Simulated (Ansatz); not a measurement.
## 1T-SiSSe monolayer in a perpendicular field

What dipole does a perpendicular field induce in the 1T-SiSSe monolayer, and does the gap follow? A positive field points along +c.

Main program and level: Ansatz 0.2.0; plane-wave DFT, PBE-D3(BJ), Ansatz PAW.

**1. Starting point**

The cell holds 3 atoms: 1 Se, 1 Si and 1 S. Its edges and angles: a = 3.405 Å, b = 3.405 Å, c = 34.824 Å, α = 90.0°, β = 90.0°, γ = 120.0°. Vacuum lies along c.

**2. Relaxation**

The starting cell is a guess, so the in-plane lattice and the atoms are relaxed first, with the slab cut off from its images along the normal.

Input file input.yaml:

```yaml
crystal:
  lattice:
    - [3.405, 0.0, 0.0]
    - [-1.7025, 2.9488164999, 0.0]
    - [0.0, 0.0, 34.8236433981]
  atoms:
    - { symbol: Se, position: [0.6666666667, 0.3333333333, 0.4723802105] }
    - { symbol: Si, position: [0.0, 0.0, 0.5019353089] }
    - { symbol: S, position: [0.3333333333, 0.6666666667, 0.5276197895] }
  periodic: [true, true, false]
kpoints:
  mp_grid: { grid: [12, 12, 1] }
hamiltonian:
  xc: pbe
  dispersion: d3bj
scf:
  occupations: { method: fermi_dirac, width: 0.05 }
  convergence: { dr2_threshold: 1.0e-09 }
relax:
  f_tol: 0.004
  max_steps: 90
  cell: {}
output:
  write_potential: true
  write_density: true
  volumetric_format: npy
```

Started as:

```sh
$ ansatz run input.yaml --threads 2 --pin off --max-ram 3072MiB --backend cpu --events-out ev --progress --plain --runs-dir out
```

Numbers of over 12 decimals in the logs are rounded to 6 here.

Output:

```text
Warning: relax.cell: scf.convergence.dr2_threshold = 1e-9 eV is looser than the 2.11010125811e-10 eV advised for a relaxation that steers and ends on the stress (1e-10 eV for each atom of the cell: 3, times the square of relax.cell.stress_2d_tol = 0.05 N/m over 11.9 Å (the atoms' height at the walk's start and 5 Å past either face), 4.193e-2 GPa, over a crystal's default 0.05). What an SCF threshold leaves in a stress goes as its square root, and in the free energy as the threshold itself, and one threshold admits the most on a small cell: [figures from the program's tests cut] Set scf.convergence.dr2_threshold to 2.11010125811e-10 eV or tighter. [rest of the remark cut]
Engine: ansatz 0.2.0, x86_64-unknown-linux-gnu
Pseudopotentials: kind: paw
Pseudopotential: Se, paw, valence charge 16, recommended cutoff 420 eV (normal), Se.paw.azcp
Pseudopotential: Si, paw, valence charge 4, recommended cutoff 420 eV (normal), Si.paw.azcp
Pseudopotential: S, paw, valence charge 6, recommended cutoff 420 eV (normal), S.paw.azcp
Functional definition: PBE
  parameter kappa = 0.804
  parameter beta = 0.066725
  exchange = pbe_x(kappa = kappa, mu = beta*pi^2/3)
  correlation = pbe_c(beta = beta)
Crystal: 3 atoms, lattice volume = 349.654 Å³
Basis set: ecut = 420 eV, 6861 PW (Γ), exchange–correlation on 48×48×480 points (8 copies of the dense FFT grid, shifted against one another)
Bands: 17, of which v1, the nominal top of the filled ones, is band 13 counted from 1 (12 counted from 0)
Symmetry: 6 space group operations
Space group: P3m1 (ITA 156), of the structure as read, at distance tolerance 7.0e-5 Å
k-points: 19 of 144 (time reversal used)
Non-local potential: Se, projectors of the file, l = 0: 2, l = 1: 2, l = 2: 3, l = 3: 1
Non-local potential: Si, projectors of the file, l = 0: 2, l = 1: 2, l = 2: 2
Non-local potential: S, projectors of the file, l = 0: 2, l = 1: 2, l = 2: 2
PAW form: soft (Blöchl's): semilocal exchange-correlation on the pseudo side does not see the compensation charge
PAW one-centre angular grid: Se, 590 points (default); XC on 64 Gauss nodes
PAW one-centre angular grid: Si, 110 points (default); XC on 64 Gauss nodes
PAW one-centre angular grid: S, 110 points (default); XC on 64 Gauss nodes
Initial density: superposition of atomic densities (neutral atoms: chi_scale 0, normalization atom), corrected by the library's trained network
Initial wavefunctions: pseudopotential atomic-orbital guess
Functional: x = pbe(κ = 0.804, μ = 0.219515), c = pbe(β = 0.066725)
SCF iter   1: F=—  HF=-7006.515256 eV  |F-HF|=—  |Δ(HF+E_count)|=         —  Δρ=2.03e-3  dr2=3.93e-2  ethr=1.77e-3  ⟨swp⟩=13.8  Hψ=3137  notcnv=0
preconditioner: auto → Resta (q_TF=auto, 1.769 Å⁻¹)  ε∞=1.5  [insulator: Δε(μ)=1.446 eV  Ē_g=11.540 eV  σ=0.050 eV  W_gap=1.00  n_scr=18 (ndim 8)  ℏωp=7.9 eV  f_vac=0.824  D(μ)=0.00/eV (n_scr^D=0)  ε∞_Penn≈1.5  vacuum switching on, ρ_ref=9.7e-3 e/Å³]
SCF iter   2: F=—  HF=-7006.515654 eV  |F-HF|=—  |Δ(HF+E_count)|=   3.98e-4  Δρ=1.40e-3  dr2=4.92e-2  ethr=1.51e-4  ⟨swp⟩=5.2  Hψ=936  notcnv=0
SCF iter   3: F=—  HF=-7006.509037 eV  |F-HF|=—  |Δ(HF+E_count)|=   6.62e-3  Δρ=6.13e-4  dr2=2.59e-3  ethr=1.51e-4  ⟨swp⟩=3.9  Hψ=568  notcnv=0
SCF iter   4: F=—  HF=-7006.509732 eV  |F-HF|=—  |Δ(HF+E_count)|=   6.95e-4  Δρ=1.93e-4  dr2=2.04e-4  ethr=9.96e-6  ⟨swp⟩=3.4  Hψ=665  notcnv=0
SCF iter   5: F=—  HF=-7006.509856 eV  |F-HF|=—  |Δ(HF+E_count)|=   1.23e-4  Δρ=7.09e-5  dr2=1.48e-5  ethr=7.83e-7  ⟨swp⟩=3.2  Hψ=675  notcnv=0
SCF iter   6: F=—  HF=-7006.509811 eV  |F-HF|=—  |Δ(HF+E_count)|=   4.45e-5  Δρ=2.32e-5  dr2=5.67e-6  ethr=5.68e-8  ⟨swp⟩=3.7  Hψ=773  notcnv=0
SCF iter   7: F=—  HF=-7006.509811 eV  |F-HF|=—  |Δ(HF+E_count)|=   4.12e-7  Δρ=7.82e-6  dr2=5.91e-7  ethr=2.18e-8  ⟨swp⟩=3.4  Hψ=630  notcnv=0
SCF iter   8: F=—  HF=-7006.509793 eV  |F-HF|=—  |Δ(HF+E_count)|=   1.82e-5  Δρ=1.57e-6  dr2=1.22e-8  ethr=2.27e-9  ⟨swp⟩=3.6  Hψ=672  notcnv=0
SCF iter   9: F=-7006.509793 eV  HF=-7006.509793 eV  |F-HF|=8.62e-10  |Δ(HF+E_count)|=  1.20e-10  Δρ=3.17e-7  dr2=4.38e-10  ethr=3.85e-12  ⟨swp⟩=11.5  Hψ=3046  notcnv=0
SCF 1 converged in 9 iterations: F = -7006.509793 eV  dr2 = 4.38e-10
  greatest PAW one-centre occupation: 1.000 electrons in one spin orbital (limit 2), on the Se atom at site 0 (counted from 0), in its partial waves of l = 2
relax step   1: F+E_penalty+E_count = -7006.50979321 eV  Δ(F+E_penalty+E_count) = +0.000e0 eV  max|allowed force component| = 6.333e0 eV/Å  Δτ_max = 0.0000 Å  P = +17.854 N/m  Ω = 349.654 Å³  fix = [c, alpha, beta]  reactions: c +0.000 N/m  (9 SCF iters, accepted)
Crystal: 3 atoms, lattice volume = 352.829 Å³
Basis set: ecut = 420 eV, 6873 PW (Γ), exchange–correlation on 48×48×480 points (8 copies of the dense FFT grid, shifted against one another)
Initial density: handed on by an earlier stage of this run
Initial wavefunctions: those handed on with the density
iter 1 solved again at ethr=9.64e-4 eV; its pass at ethr=3.10e-3 eV (dr2=2.51e-1 eV) is discarded
SCF iter   1: F=—  HF=-7008.318114 eV  |F-HF|=—  |Δ(HF+E_count)|=         —  Δρ=6.26e-3  dr2=2.47e-1  ethr=9.64e-4  ⟨swp⟩=1.8  Hψ=2834  notcnv=0
preconditioner: auto → Resta (q_TF=auto, 1.767 Å⁻¹)  ε∞=1.5  [insulator: Δε(μ)=1.288 eV  Ē_g=10.998 eV  σ=0.050 eV  W_gap=1.00  n_scr=18 (ndim 8)  ℏωp=7.9 eV  f_vac=0.812  D(μ)=0.00/eV (n_scr^D=0)  ε∞_Penn≈1.5  vacuum switching on, ρ_ref=8.8e-3 e/Å³]
SCF iter   2: F=—  HF=-7008.267049 eV  |F-HF|=—  |Δ(HF+E_count)|=   5.11e-2  Δρ=2.60e-3  dr2=5.59e-2  ethr=9.49e-4  ⟨swp⟩=4.3  Hψ=744  notcnv=0
SCF iter   3: F=—  HF=-7008.260528 eV  |F-HF|=—  |Δ(HF+E_count)|=   6.52e-3  Δρ=1.61e-3  dr2=2.23e-2  ethr=2.15e-4  ⟨swp⟩=4.2  Hψ=789  notcnv=0
SCF iter   4: F=—  HF=-7008.257722 eV  |F-HF|=—  |Δ(HF+E_count)|=   2.81e-3  Δρ=9.43e-4  dr2=1.64e-3  ethr=8.58e-5  ⟨swp⟩=3.1  Hψ=583  notcnv=0
SCF iter   5: F=—  HF=-7008.257860 eV  |F-HF|=—  |Δ(HF+E_count)|=   1.38e-4  Δρ=3.31e-4  dr2=2.46e-4  ethr=6.31e-6  ⟨swp⟩=2.7  Hψ=600  notcnv=0
SCF iter   6: F=—  HF=-7008.257885 eV  |F-HF|=—  |Δ(HF+E_count)|=   2.52e-5  Δρ=7.34e-5  dr2=1.52e-5  ethr=9.45e-7  ⟨swp⟩=2.8  Hψ=558  notcnv=0
SCF iter   7: F=—  HF=-7008.257841 eV  |F-HF|=—  |Δ(HF+E_count)|=   4.44e-5  Δρ=1.55e-5  dr2=8.46e-7  ethr=5.84e-8  ⟨swp⟩=3.5  Hψ=662  notcnv=0
SCF iter   8: F=—  HF=-7008.257825 eV  |F-HF|=—  |Δ(HF+E_count)|=   1.59e-5  Δρ=3.38e-6  dr2=5.79e-8  ethr=3.25e-9  ⟨swp⟩=2.9  Hψ=658  notcnv=0
SCF iter   9: F=—  HF=-7008.257825 eV  |F-HF|=—  |Δ(HF+E_count)|=   2.67e-8  Δρ=1.10e-6  dr2=4.95e-9  ethr=2.23e-10  ⟨swp⟩=3.1  Hψ=714  notcnv=0
[...]
SCF iter   5: F=—  HF=-7008.964992 eV  |F-HF|=—  |Δ(HF+E_count)|=   1.91e-4  Δρ=1.96e-4  dr2=5.00e-4  ethr=8.16e-6  ⟨swp⟩=2.4  Hψ=435  notcnv=0
SCF iter   6: F=—  HF=-7008.964944 eV  |F-HF|=—  |Δ(HF+E_count)|=   4.72e-5  Δρ=6.62e-5  dr2=5.09e-5  ethr=1.92e-6  ⟨swp⟩=2.2  Hψ=422  notcnv=0
SCF iter   7: F=—  HF=-7008.964895 eV  |F-HF|=—  |Δ(HF+E_count)|=   4.99e-5  Δρ=1.30e-5  dr2=9.10e-7  ethr=1.96e-7  ⟨swp⟩=3.1  Hψ=540  notcnv=0
SCF iter   8: F=—  HF=-7008.964881 eV  |F-HF|=—  |Δ(HF+E_count)|=   1.38e-5  Δρ=1.18e-5  dr2=6.54e-7  ethr=3.50e-9  ⟨swp⟩=3.1  Hψ=717  notcnv=0
SCF iter   9: F=—  HF=-7008.964880 eV  |F-HF|=—  |Δ(HF+E_count)|=   8.72e-7  Δρ=2.36e-6  dr2=2.05e-8  ethr=2.51e-9  ⟨swp⟩=2.6  Hψ=632  notcnv=0
SCF iter  10: F=-7008.964880 eV  HF=-7008.964880 eV  |F-HF|=3.46e-11  |Δ(HF+E_count)|=   2.53e-8  Δρ=4.18e-7  dr2=6.79e-10  ethr=3.85e-12  ⟨swp⟩=11.4  Hψ=3013  notcnv=0
SCF 3 converged in 10 iterations: F = -7008.964880 eV  dr2 = 6.79e-10
relax step   3: F+E_penalty+E_count = -7008.96487987 eV  Δ(F+E_penalty+E_count) = -7.071e-1 eV  max|allowed force component| = 5.492e-1 eV/Å  Δτ_max = 0.1981 Å  P = +0.057 N/m  Ω = 346.906 Å³  energy of the carried Pulay correction = +5.263e-5 eV  fix = [c, alpha, beta]  reactions: c +0.000 N/m  (10 SCF iters, accepted)
[...]
relax step   4: F+E_penalty+E_count = -7008.98528858 eV  Δ(F+E_penalty+E_count) = -2.041e-2 eV  max|allowed force component| = 1.072e-1 eV/Å  Δτ_max = 0.0497 Å  P = +0.253 N/m  Ω = 341.568 Å³  energy of the carried Pulay correction = +1.561e-4 eV  fix = [c, alpha, beta]  reactions: c +0.000 N/m  (8 SCF iters, accepted)
[...]
relax step   5: F+E_penalty+E_count = -7008.98656825 eV  Δ(F+E_penalty+E_count) = -1.280e-3 eV  max|allowed force component| = 1.636e-2 eV/Å  Δτ_max = 0.0093 Å  P = +0.077 N/m  Ω = 343.133 Å³  energy of the carried Pulay correction = +1.256e-4 eV  fix = [c, alpha, beta]  reactions: c +0.000 N/m  (7 SCF iters, accepted)
[...]
relax step   6: F+E_penalty+E_count = -7008.98658755 eV  Δ(F+E_penalty+E_count) = -1.930e-5 eV  max|allowed force component| = 1.239e-2 eV/Å  Δτ_max = 0.0006 Å  P = +0.021 N/m  Ω = 343.369 Å³  energy of the carried Pulay correction = +1.210e-4 eV  fix = [c, alpha, beta]  reactions: c +0.000 N/m  (6 SCF iters, accepted)
[...]
relax step   7: F+E_penalty+E_count = -7008.98659081 eV  Δ(F+E_penalty+E_count) = -3.260e-6 eV  max|allowed force component| = 5.075e-3 eV/Å  Δτ_max = 0.0005 Å  P = -0.001 N/m  Ω = 343.460 Å³  energy of the carried Pulay correction = +1.192e-4 eV  fix = [c, alpha, beta]  reactions: c -0.000 N/m  (6 SCF iters, accepted)
[...]
relax step   8: F+E_penalty+E_count = -7008.98659147 eV  Δ(F+E_penalty+E_count) = -6.627e-7 eV  max|allowed force component| = 5.551e-6 eV/Å  Δτ_max = 0.0002 Å  P = +0.000 N/m  Ω = 343.461 Å³  energy of the carried Pulay correction = +1.192e-4 eV  fix = [c, alpha, beta]  reactions: c +0.000 N/m  (5 SCF iters, accepted)
Initial wavefunctions: pseudopotential atomic-orbital guess (no wavefunctions were taken with the density)
iter 1 solved again at ethr=4.97e-7 eV; its pass at ethr=3.10e-3 eV (dr2=1.29e-4 eV) is discarded
SCF iter   1: F=—  HF=-7008.986609 eV  |F-HF|=—  |Δ(HF+E_count)|=         —  Δρ=3.77e-6  dr2=1.34e-8  ethr=4.97e-7  ⟨swp⟩=5.1  Hψ=4350  notcnv=0
eigensolver tolerance schedule: the retry pair's looser diagonalisation over-reported the residual by 9633.44 of it (diagonalisation noise at an unbounded share of the residual, at the tolerance the schedule requests for it); recorded, not acted on — ethr = c·dr2/N_el stays at c = 1.0e-1
preconditioner: auto → Resta (q_TF=auto, 1.774 Å⁻¹)  ε∞=1.6  [insulator: Δε(μ)=0.634 eV  Ē_g=10.469 eV  σ=0.050 eV  W_gap=1.00  n_scr=18 (ndim 8)  ℏωp=8.0 eV  f_vac=0.802  D(μ)=0.00/eV (n_scr^D=0)  ε∞_Penn≈1.6  vacuum switching on, ρ_ref=7.9e-3 e/Å³]
SCF iter   2: F=—  HF=-7008.986512 eV  |F-HF|=—  |Δ(HF+E_count)|=   9.66e-5  Δρ=2.13e-6  dr2=1.69e-8  ethr=5.16e-11  ⟨swp⟩=5.7  Hψ=1188  notcnv=0
SCF iter   3: F=—  HF=-7008.986512 eV  |F-HF|=—  |Δ(HF+E_count)|=   6.14e-9  Δρ=1.26e-6  dr2=1.42e-8  ethr=5.16e-11  ⟨swp⟩=2.2  Hψ=451  notcnv=0
SCF iter   4: F=—  HF=-7008.986512 eV  |F-HF|=—  |Δ(HF+E_count)|=   1.25e-9  Δρ=6.85e-7  dr2=4.65e-9  ethr=5.16e-11  ⟨swp⟩=2.4  Hψ=388  notcnv=0
SCF iter   5: F=-7008.986512 eV  HF=-7008.986512 eV  |F-HF|=4.37e-10  |Δ(HF+E_count)|=  1.06e-10  Δρ=3.38e-7  dr2=1.45e-10  ethr=3.85e-12  ⟨swp⟩=13.6  Hψ=2822  notcnv=0
SCF 9 converged in 5 iterations: F = -7008.986512 eV  dr2 = 1.45e-10
relax step   9: F+E_penalty+E_count = -7008.98651222 eV  Δ(F+E_penalty+E_count) = +7.925e-5 eV  max|allowed force component| = 2.047e-5 eV/Å  Δτ_max = 0.0000 Å  P = -0.004 N/m  Ω = 343.461 Å³  fix = [c, alpha, beta]  reactions: c -0.000 N/m  stress off target by 3.87e-3 N/m on what of the cell is left free  SCF on the basis re-selected at this cell (its energy is not comparable with the rows above)  (5 SCF iters)
basis re-selected at this cell: Δ(F+E_penalty+E_count) = +7.925e-5 eV, ΔP = -0.004 N/m vs the last step (what re-selecting the basis moved, of the pressure what is left beyond the Pulay correction that the steps carried, after the strain that the cell walked since its last selection, with what the two solves' SCF thresholds leave and, on support functions, any second-order correction that the steps lacked; it is no m [...]
SCF converged after 5 iterations
Free energy (F): -7008.986512 eV
Harris-Foulkes:  -7008.986512 eV  (|F-HF|=4.37e-10)
Internal energy: -7008.986417 eV  (E = F + TS)
E sigma→0 (E₀):  -7008.986465 eV
Entropy (-TS):   -0.000095 eV (-0.032 meV/atom)
Fermi energy:    -5.382200 eV
--- Per-component energies (eV) ---
  E_band       = -712.591565
  E_kinetic    = 270.099913
  E_local      = -47686.200254  (includes V_loc(G=0)·N_el)
  E_nonlocal   = -543.908714
  E_hartree    = 23634.883282
  E_xc         = -258.012665
  E_vxc        = -234.506010  (∫ρ·V_xc dr)
  E_paw        = -3023.829824  (= ΣΔE_a)
  E_vpaw       = 212.156613  (= ΣTr[D̂ρ^β])
  E_aug_tail   = -0.000614  (compensation charges beyond the density's cutoff)
  E_ewald      = 20598.778385
  E_disp       = -0.795926  (pairwise vdW)
  E_smearing   = -0.000095  (= −TS)
  E_closure    = -0.000000  (closes the sum)
  Σ components = -7008.986512   (vs F -7008.986512, Δ=0.00e0)
--- Forces (eV/Å), atoms counted from 1 ---
  atom   1  Se     0.00000000     0.00000000    -0.00002023
  atom   2  Si     0.00000000     0.00000000     0.00001362
  atom   3  S     -0.00000000    -0.00000000     0.00000733
  max |Σ_I F_I| component: 7.22e-7 eV/Å
--- 2D stress c σ (N/m, compression-positive) ---
       -0.003870       0.000000      -0.000000
        0.000000      -0.003870      -0.000000
       -0.000000      -0.000000      -0.000000
  P = ½ c Tr σ = -0.0039 N/m
--- Band table (eV; the first three rows and the last of 19) ---
  k-point 0: bands = [... 9 lower, -6.9775, -6.9775, -5.7567, -5.7567, -2.9861, -1.7669, -1.1778, -1.1778]
  k-point 1: bands = [... 9 lower, -7.3208, -7.2354, -6.3499, -5.7242, -2.5673, -1.5085, -1.0578, -0.9910]
  k-point 2: bands = [... 9 lower, -7.7540, -7.4893, -7.2069, -5.7995, -2.7952, -1.2236, -0.4852, -0.2463]
  k-point 18: bands = [... 9 lower, -10.6963, -10.4027, -7.2929, -7.0801, -3.4438, -0.0738, 0.1066, 1.1464]
  the weakly bound empty levels are not read free of the cell's end (no_gap_told)
--- Relaxed structure (8 steps of the walk, 8 accepted, 1 SCFs on fresh bases) ---
  F+E_penalty+E_count = -7008.98651222 eV   max|allowed force component| = 2.047e-5 eV/Å   (the final SCF, on the basis selected at the relaxed cell)
  cell:  # Å, volume = 343.4610 Å³
    - [3.374709, -2.2420017545078948e-18, 0]
    - [-1.687354, 2.922584, 0]
    - [0, 0, 34.8236433981]
  atoms:
    - { symbol: Se, position: [0.666667, 0.333333, 0.460268] }
    - { symbol: Si, position: [0, 0, 0.502118] }
    - { symbol: S, position: [0.333333, 0.666667, 0.539549] }
```

Elapsed: 44 s, on 2 threads of Intel Xeon Platinum 8488C (Sapphire Rapids), shared host; peak memory 0.61 GiB; 84 s of CPU time.

Step by step:

```
step  energy less that of the first step (eV)  largest force component (eV/Å)  volume (Å³)
   1                                   0.0000                          6.3327       349.65
   2                                  -1.7480                          3.2067       352.83
   3                                  -2.4551                          0.5492       346.91
   4                                  -2.4755                          0.1072       341.57
   5                                  -2.4768                          0.0164       343.13
   6                                  -2.4768                          0.0124       343.37
   7                                  -2.4768                          0.0051       343.46
   8                                  -2.4768                          0.0000       343.46
  9*                                  -2.4767                          0.0000       343.46
```

Relaxation steps marked * repeat the geometry before them on a plane-wave basis chosen anew for their cell, so energy and pressure can jump there.

Forces are held to the 6 operations that the run works with; a distortion that breaks them can't arise in this run.

```
cell as run  before  after  change
      a (Å)   3.405  3.375  -0.9 %
      b (Å)   3.405  3.375  -0.9 %
```

The atoms that moved most (Å, along periodic axes as changes of fractional coordinates times the final cell, across vacuum about the mean position):

```
atom     dx     dy      dz  length
 Se1  0.000  0.000  -0.422   0.422
  S3  0.000  0.000   0.415   0.415
 Si2  0.000  0.000   0.006   0.006
```

The relaxed structure:

```xyz
3
Lattice="3.3747 0.0000 0.0000 -1.6874 2.9226 0.0000 0.0000 0.0000 34.8236" Properties=species:S:1:pos:R:3
Se    1.6874    0.9742   16.0282
Si    0.0000    0.0000   17.4856
S     0.0000    1.9484   18.7891
```

The lattice constant a goes from 3.405 to 3.375 Å.

(Part 1 of 3 ends here.)

[Logs are printed without paths, hosts, clocks, repeated set-up lines and the standing remarks that a program may print on its own settings, such as how far it seeks lower states.]

[Hosts, paths, dates, database ids (printed as entryN), source tags and the programs' standing remarks are cut or masked in the printed files.]

[Maps of the electrostatic potential energy from Ansatz leave out the sawtooth potential of an applied field or a dipole correction, so their vacuum need not be flat; planar profiles and work functions include it.]
